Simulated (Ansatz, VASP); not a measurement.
## Cross-check of BAsH2 (armchair BAs ribbon N=3 H/H2 edges) between VASP and Ansatz

One calculation is typed for both programs; each brings its own data sets. How far apart do they land? The structure shown is the start of the Ansatz relaxation below; VASP solves that cell, so the two are compared at the walk's first step.

Method: plane waves, with VASP 6.6.1 beside it; single point at PBE, in Ansatz 0.2.0.

### Step 1. The structure

The cell holds 12 atoms: 3 B, 3 As and 6 H. Cell: a = 12.489 Å, b = 9.448 Å, c = 5.880 Å, α = 90.0°, β = 90.0°, γ = 90.0°. Vacuum lies along a and b. The structure's axis is c.

### Step 2. Ansatz: relaxation, PBE

Ansatz runs on its default PAW (the set named soft_2) files.

The two programs are compared at the cell with which this relaxation starts, whose forces are those of its first step.

Contents of input.yaml:

```yaml
crystal:
  lattice:
    - [12.489, 0.0, 0.0]
    - [0.0, 9.448, 0.0]
    - [0.0, 0.0, 5.88]
  atoms:
    - { symbol: B, position: [0.384261198, 0.5, 0.0], spin: 0.5 }
    - { symbol: B, position: [0.656085971, 0.5, 0.0], spin: -0.5 }
    - { symbol: As, position: [0.384261198, 0.5, 0.333333333], spin: 0.5 }
    - { symbol: As, position: [0.656085971, 0.5, 0.333333333], spin: -0.5 }
    - { symbol: H, position: [0.719742894, 0.629551228, 0.411394558] }
    - { symbol: H, position: [0.719742894, 0.370448772, 0.411394558] }
    - { symbol: H, position: [0.280246617, 0.5, 0.460884354] }
    - { symbol: B, position: [0.520173585, 0.5, 0.5] }
    - { symbol: As, position: [0.520173585, 0.5, 0.833333333] }
    - { symbol: H, position: [0.304516686, 0.5, 0.902210884] }
    - { symbol: H, position: [0.705180853, 0.599915326, 0.939795918] }
    - { symbol: H, position: [0.705180853, 0.400084674, 0.939795918] }
magnetization:
  spin_polarized: true
kpoints:
  mp_grid: { grid: [1, 1, 14] }
scf:
  occupations: { method: fermi_dirac, width: 0.05 }
hamiltonian:
  xc: pbe
relax:
  cell: { fix: [a, b, alpha, beta, gamma] }
  max_steps: 60
```

On the command line:

```console
> ansatz run input.yaml --threads 8 --pin off --max-ram 16384MiB --backend cpu --events-out ev --progress --plain --runs-dir out
```

Numbers of over 12 decimals in the logs are rounded to 6 here.

Log:

```text
Engine: ansatz 0.2.0, x86_64-unknown-linux-gnu
Pseudopotentials: kind: paw
Pseudopotential: B, paw, valence charge 3, recommended cutoff 420 eV (normal), B.paw.azcp
Pseudopotential: As, paw, valence charge 15, recommended cutoff 420 eV (normal), As.paw.azcp
Pseudopotential: H, paw, valence charge 1, recommended cutoff 420 eV (normal), H.paw.azcp
Functional definition: PBE
  parameter kappa = 0.804
  parameter beta = 0.066725
  exchange = pbe_x(kappa = kappa, mu = beta*pi^2/3)
  correlation = pbe_c(beta = beta)
Crystal: 12 atoms, lattice volume = 693.817 Å³
Basis set: ecut = 420 eV, 13561 PW (Γ), exchange–correlation on 180×128×80 points (8 copies of the dense FFT grid, shifted against one another)
Bands: 43, of which v1, the nominal top of the filled ones, is band 30 counted from 1 (29 counted from 0)
Symmetry: 2 space group operations
Space group: Pm (ITA 6), of the structure as read, at distance tolerance 8.9e-5 Å
Magnetic group: BNS 6.18 (UNI 25), of the structure as read, at distance tolerance 8.9e-5 Å
k-points: 8 of 14 (time reversal used)
Non-local potential: B, projectors of the file, l = 0: 2, l = 1: 2, l = 2: 1
Non-local potential: As, projectors of the file, l = 0: 2, l = 1: 2, l = 2: 3, l = 3: 1
Non-local potential: H, projectors of the file, l = 0: 2, l = 1: 1
PAW form: soft (Blöchl's): semilocal exchange-correlation on the pseudo side does not see the compensation charge
PAW one-centre angular grid: B, 110 points (default); XC on 64 Gauss nodes
PAW one-centre angular grid: As, 590 points (default); XC on 64 Gauss nodes
PAW one-centre angular grid: H, 110 points (default); XC on 64 Gauss nodes
Initial density: superposition of atomic densities (neutral atoms: chi_scale 0, normalization atom)
Starting moments: Σ|m| = 2 μB on 4 of 12 sites
Starting magnetic order: compensated ferrimagnet; no operation exchanges its spin sublattices
Initial wavefunctions: pseudopotential atomic-orbital guess
Functional: x = pbe(κ = 0.804, μ = 0.219515), c = pbe(β = 0.066725)
SCF iter   1: F=—  HF=-15133.804982 eV  |F-HF|=—  |Δ(HF+E_count)|=         —  Δρ=2.31e-2 (↑2.31e-2 ↓2.25e-2)  dr2=1.58e1  dr2_m=6.90e-1  M=0.049 μB ∫|m|=0.326 μB  β_m=0.30  ethr=3.10e-3  ⟨swp⟩=6.9  Hψ=3198  notcnv=0  defer=15
preconditioner: auto → none  [metal: Δε(μ)=0.062 eV  Ē_g=10.756 eV  σ=0.050 eV  W_gap=0.30  n_scr=72 (ndim 8)  ℏωp=7.4 eV  f_vac=0.673  D(μ)=0.76/eV (n_scr^D=0)  sad-step TF]
SCF iter   2: F=—  HF=-15131.146988 eV  |F-HF|=—  |Δ(HF+E_count)|=    2.66e0  Δρ=1.55e-2 (↑1.55e-2 ↓1.51e-2)  dr2=6.95e0  dr2_m=3.44e-1  M=0.003 μB ∫|m|=0.240 μB  β_m=0.30  ethr=3.10e-3  ⟨swp⟩=3.0  Hψ=1171  notcnv=0  defer=112
preconditioner: auto → Resta (q_TF=auto, 1.814 Å⁻¹)  ε∞=1.5  [insulator: Δε(μ)=0.396 eV  Ē_g=10.689 eV  σ=0.050 eV  W_gap=0.96  n_scr=72 (ndim 8)  ℏωp=7.5 eV  f_vac=0.669  D(μ)=0.07/eV (n_scr^D=0)  ε∞_Penn≈1.5  vacuum switching on, ρ_ref=8.3e-3 e/Å³]
spin=Collinear: Resta preconditioning applied to the charge; magnetization (m = ρ↑ − ρ↓) channel mixes plain (no charge-response kernel on spin).
SCF iter   3: F=—  HF=-15128.876566 eV  |F-HF|=—  |Δ(HF+E_count)|=    2.27e0  Δρ=6.75e-3 (↑6.63e-3 ↓6.75e-3)  dr2=8.36e-1  dr2_m=1.71e-1  M=0.000 μB ∫|m|=0.191 μB  β_m=0.30  ethr=3.10e-3  ⟨swp⟩=4.2  Hψ=1161  notcnv=0  defer=110
SCF iter   4: F=—  HF=-15128.630993 eV  |F-HF|=—  |Δ(HF+E_count)|=   2.46e-1  Δρ=4.25e-3 (↑4.08e-3 ↓4.25e-3)  dr2=1.50e-1  dr2_m=8.58e-2  M=0.000 μB ∫|m|=0.152 μB  β_m=0.30  ethr=1.39e-3  ⟨swp⟩=4.0  Hψ=1215  notcnv=0  defer=93
SCF iter   5: F=—  HF=-15128.616274 eV  |F-HF|=—  |Δ(HF+E_count)|=   1.47e-2  Δρ=2.75e-3 (↑2.75e-3 ↓2.68e-3)  dr2=1.79e-2  dr2_m=4.31e-2  M=0.000 μB ∫|m|=0.124 μB  β_m=0.30  ethr=2.50e-4  ⟨swp⟩=3.8  Hψ=1021  notcnv=0  defer=93
SCF iter   6: F=—  HF=-15128.624865 eV  |F-HF|=—  |Δ(HF+E_count)|=   8.59e-3  Δρ=1.90e-3 (↑1.87e-3 ↓1.90e-3)  dr2=2.59e-3  dr2_m=2.18e-2  M=0.000 μB ∫|m|=0.103 μB  β_m=0.30  ethr=2.99e-5  ⟨swp⟩=2.6  Hψ=931  notcnv=0  defer=93
Mixer restart at iter 6: flushing history
spin-set hold released at iteration 6 (site moments contracting): the magnetisation degrees of freedom join the quasi-Newton model from the next iteration; the mixer history was flushed
SCF iter   7: F=—  HF=-15128.628562 eV  |F-HF|=—  |Δ(HF+E_count)|=   3.70e-3  Δρ=1.34e-3 (↑1.34e-3 ↓1.34e-3)  dr2=8.75e-4  dr2_m=1.11e-2  M=0.000 μB ∫|m|=0.085 μB  β_m=0.65  ethr=4.32e-6  ⟨swp⟩=2.0  Hψ=734  notcnv=0  defer=93
SCF iter   8: F=—  HF=-15128.634204 eV  |F-HF|=—  |Δ(HF+E_count)|=   5.64e-3  Δρ=2.54e-4 (↑1.23e-4 ↓2.54e-4)  dr2=1.89e-3  dr2_m=8.74e-5  M=0.000 μB ∫|m|=0.030 μB  β_m=0.52  ethr=1.46e-6  ⟨swp⟩=3.8  Hψ=1331  notcnv=0  defer=93
SCF iter   9: F=—  HF=-15128.633816 eV  |F-HF|=—  |Δ(HF+E_count)|=   3.88e-4  Δρ=1.00e-4 (↑1.00e-4 ↓9.41e-5)  dr2=6.88e-6  dr2_m=5.88e-5  M=0.000 μB ∫|m|=0.026 μB  β_m=0.76  ethr=1.46e-6  ⟨swp⟩=2.1  Hψ=903  notcnv=0  defer=92
[...]
SCF iter   9: F=-15129.065026 eV  HF=-15129.065026 eV  |F-HF|=1.46e-11  |Δ(HF+E_count)|=  2.18e-10  Δρ=6.33e-8 (↑6.33e-8 ↓5.86e-8)  dr2=2.70e-11  dr2_m=1.78e-11  M=-0.000 μB ∫|m|=0.000 μB  ethr=1.00e-12  ⟨swp⟩=5.0  Hψ=2183  notcnv=0
[...]
SCF iter   4: F=—  HF=-15129.065890 eV  |F-HF|=—  |Δ(HF+E_count)|=   2.43e-5  Δρ=3.56e-7 (↑3.56e-7 ↓3.56e-7)  dr2=1.28e-9  dr2_m=4.21e-13  M=-0.000 μB ∫|m|=0.000 μB  β_m=0.67  ethr=1.26e-11  ⟨swp⟩=3.0  Hψ=1258  notcnv=0
SCF iter   5: F=—  HF=-15129.065893 eV  |F-HF|=—  |Δ(HF+E_count)|=   2.29e-6  Δρ=9.49e-8 (↑9.32e-8 ↓9.49e-8)  dr2=5.69e-10  dr2_m=8.07e-14  M=-0.000 μB ∫|m|=0.000 μB  β_m=0.61  ethr=2.13e-12  ⟨swp⟩=2.6  Hψ=1000  notcnv=0
iter 6 met the thresholds in force, and the SCF goes on: an eigenvalue changes by 0.18 meV, over its tolerance of 0.05 meV (output.eigenvalues, Limitations)
SCF iter   6: F=-15129.065893 eV  HF=-15129.065893 eV  |F-HF|=1.56e-8  |Δ(HF+E_count)|=   8.77e-8  Δρ=3.45e-8 (↑3.45e-8 ↓3.37e-8)  dr2=5.87e-11  dr2_m=2.90e-14  M=-0.000 μB ∫|m|=0.000 μB  β_m=0.58  ethr=1.00e-12  ⟨swp⟩=3.0  Hψ=2274  notcnv=0
SCF iter   7: F=-15129.065893 eV  HF=-15129.065893 eV  |F-HF|=1.46e-11  |Δ(HF+E_count)|=   1.56e-8  Δρ=1.13e-8 (↑1.11e-8 ↓1.13e-8)  dr2=4.07e-12  dr2_m=9.38e-15  M=-0.000 μB ∫|m|=0.000 μB  ethr=1.00e-12  ⟨swp⟩=2.9  Hψ=2047  notcnv=0
the starting moments were not kept: the SCF closed with an absolute magnetisation of 2.0e-7 μB, where they sum to 2 μB in size (4 sites). That is at most 0.1 of that sum. Measured as dr2_m measures the in/out step, that magnetisation stands 2.2e-15 eV from none, at or under the dr2_threshold of 1.2e-10 eV: it is no larger than a step whose dr2_m would equal this threshold.
SCF 7 converged in 7 iterations: F = -15129.065893 eV  dr2 = 4.07e-12
relax step   7: F+E_penalty+E_count = -15129.06589278 eV  Δ(F+E_penalty+E_count) = -8.672e-4 eV  max|allowed force component| = 9.858e-3 eV/Å  Δτ_max = 0.0000 Å  P = +0.008 GPa  Ω = 697.925 Å³  fix = [a, b, alpha, beta, gamma]  reactions: a +0.001, b +0.009 GPa; beta -0.001 GPa/rad  stress off target by 1.58e-2 GPa on what of the cell is left free  SCF on the basis re-selected at this cell (its energy is not comparable with the rows above)  (7 SCF iters)
basis re-selected at this cell: Δ(F+E_penalty+E_count) = -8.672e-4 eV, ΔP = +0.001 GPa vs the last step (what re-selecting the basis moved, of the pressure what is left beyond the Pulay correction that the steps carried, after the strain that the cell walked since its last selection, with what the two solves' SCF thresholds leave and, on support functions, any second-order correction that the steps lacked; it is no m [...]
SCF converged after 7 iterations
an eigenvalue changed by more than its tolerance at an iteration that met the thresholds in force, so the SCF went on 1 time: the last check found none over its tolerance
Magnetization: -0.0000 μB (30.0000 up, 30.0000 down)
Absolute magnetization: 0.0000 μB (∫|ρ↑−ρ↓|, with the PAW one-centre terms)
Spin contamination: 0.0000 ħ² per cell (⟨S²⟩ above its minimum at these occupations)
Per-site moments (μB) at R_I (Å): [(-5.698393759393433e-9, 0.492628), (7.613926847361175e-9, 0.497787), (-4.3461151808733375e-10, 0.619741), (2.8248935799873537e-10, 0.624676), (-6.287313126857686e-9, 0.624676), (-6.2873131340200394e-9, 0.624676), (7.49842823632555e-9, 0.619741), (7.368760072204729e-9, 0.792317), (-2.605568219360996e-9, 0.792317), (1.9313626694829905e-9, 0.492628), (-3.290998909974396e-9, 0.497787), (-3.2909988983651867e-9, 0.497787)]
Free energy (F): -15129.065893 eV
Harris-Foulkes:  -15129.065893 eV  (|F-HF|=1.46e-11)
Internal energy: -15129.065841 eV  (E = F + TS)
E sigma→0 (E₀):  -15129.065867 eV
Entropy (-TS):   -0.000052 eV (-0.004 meV/atom)
Fermi energy:    -2.109586 eV
--- Per-component energies (eV) ---
  E_band       = -1400.524850
  E_kinetic    = 528.914569
  E_local      = -17009.478934  (includes V_loc(G=0)·N_el)
  E_nonlocal   = -1962.979377
  E_hartree    = 8389.779876
  E_xc         = -382.044540
  E_vxc        = -413.725766  (∫ρ·V_xc dr)
  E_paw        = -5748.951857  (= ΣΔE_a)
  E_vpaw       = 677.192390  (= ΣTr[D̂ρ^β])
  E_aug_tail   = -0.007484  (compensation charges beyond the density's cutoff)
  E_ewald      = 1055.701905
  E_smearing   = -0.000052  (= −TS)
  E_closure    = 0.000000  (closes the sum)
  Σ components = -15129.065893   (vs F -15129.065893, Δ=0.00e0)
--- Forces (eV/Å), atoms counted from 1 ---
  atom   1  B      0.00245315     0.00000000    -0.00217457
  atom   2  B     -0.00175521     0.00000000    -0.00507146
  atom   3  As    -0.00562033     0.00000000    -0.00345193
  atom   4  As    -0.00431747     0.00000000     0.00647488
  atom   5  H      0.00053122     0.00154284    -0.00259111
  atom   6  H      0.00053122    -0.00154284    -0.00259111
  atom   7  H      0.00012936     0.00000000     0.00079490
  atom   8  B     -0.00521376     0.00000000     0.00630584
  atom   9  As     0.00985752     0.00000000     0.00179363
  atom  10  H      0.00269803     0.00000000    -0.00172135
  atom  11  H      0.00035275    -0.00314189     0.00111634
  atom  12  H      0.00035275     0.00314189     0.00111634
  max |Σ_I F_I| component: 7.75e-7 eV/Å
--- Stress (GPa, compression-positive) ---
        0.000531       0.000000       0.001306
        0.000000       0.008698       0.000000
        0.001306       0.000000       0.015753
  P = ⅓ Tr σ = 0.0083 GPa (0.083 kbar)
--- Relaxed structure (6 steps of the walk, 5 accepted, 1 SCFs on fresh bases) ---
  F+E_penalty+E_count = -15129.06589278 eV   max|allowed force component| = 9.858e-3 eV/Å   (the final SCF, on the basis selected at the relaxed cell)
  cell:  # Å, volume = 697.9252 Å³
    - [12.489, 0, 0]
    - [0, 9.448, 0]
    - [0, 0, 5.914818]
  atoms:
    - { symbol: B, position: [0.381984, 0.5, -0.00448622] }
    - { symbol: B, position: [0.666566, 0.5, -0.015516] }
    - { symbol: As, position: [0.385738, 0.5, 0.320894] }
    - { symbol: As, position: [0.652932, 0.5, 0.334159] }
    - { symbol: H, position: [0.717022, 0.620773, 0.434267] }
    - { symbol: H, position: [0.717022, 0.379227, 0.434267] }
    - { symbol: H, position: [0.280502, 0.5, 0.443961] }
    - { symbol: B, position: [0.512137, 0.5, 0.509484] }
    - { symbol: As, position: [0.517437, 0.5, 0.834029] }
    - { symbol: H, position: [0.297426, 0.5, 0.901228] }
    - { symbol: H, position: [0.713444, 0.607589, 0.936593] }
    - { symbol: H, position: [0.713444, 0.392411, 0.936593] }
```

(Continued in part 2 of 2.)

[Lines on the potential files, build, host, timing and source positions are cut from VASP's logs without a mark.]

[Logs are printed without paths, hosts, clocks, repeated set-up lines and the standing remarks that a program may print on its own settings, such as how far it seeks lower states.]

[Hosts, paths, dates, database ids (printed as entryN), source tags and the programs' standing remarks are cut or masked in the printed files.]
